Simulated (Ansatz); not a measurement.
MnO: energy along a strain

MnO, Fm-3m, a = 4.444 Å (as given, not relaxed at this level: -7.7 GPa). Ansatz: PBEsol, PAW, 420 eV, Γ-centred 18×18×18 mesh on 2 atoms, Gaussian smearing 0.15 eV; collinear spin, largest moment 4.0 μB. Cell vectors (Å): 0.000 2.222 2.222; 2.222 0.000 2.222; 2.222 2.222 0.000. The cell is strained by x per cent times the pattern (0 1 0 0 0 0) in the order xx yy zz yz xz xy (engineering shears), with fractional coordinates held. y is the free energy over the start, V0 = 10.971 Å³/atom. Points with a strain past 8.5 % were computed too (3) and aren't used here.

| x (%) | y (meV/atom) |
| --- | --- |
| -7.50 | ? |
| -5.00 | -17.00 |
| -2.50 | -11.21 |
| 0.00 | 0.00 |
| 2.50 | 14.40 |
| 5.00 | 30.97 |
| 7.50 | 50.10 |

Question: Fit y = c1 x + c2 x² + c3 x³ to the other rows, get the stiffness along the pattern, and predict the missing energy.

Answer: Least squares on the rows shown. y = 5.0738 x + 0.28250 x² − 0.0093646 x³. The clamped-ion stiffness p·C·p = 2 × 2.825 eV × 160.2 / 10.971 Å³ = 83 GPa, which is C22 in these axes (C11 of the cubic crystal) (second derivative at the start, which stands under stress). With a term in x⁴ added, the coefficient of x² becomes 0.2450, 13 % less, which shows how far this figure hangs on the form. At x = -7.50 the fit asked for gives -18.21 meV/atom. The run gave -13.83 meV/atom, so the fit is 4.38 meV/atom too low, 6.5 % of the span of the series, against an rms of 0.25 meV/atom on the fitted rows. The row lies outside the fitted range. With a term in x⁴ added, a fit to the same known rows predicts -13.79 meV/atom, so most of the miss is curvature that the known rows already hold.

The cell holds one magnetic atom, so it can only be ferromagnetic; an antiferromagnetic order may lie lower.

Cost: 10 runs of about 5.1 core-minutes in all, on Arm Neoverse V1 (shared hosts).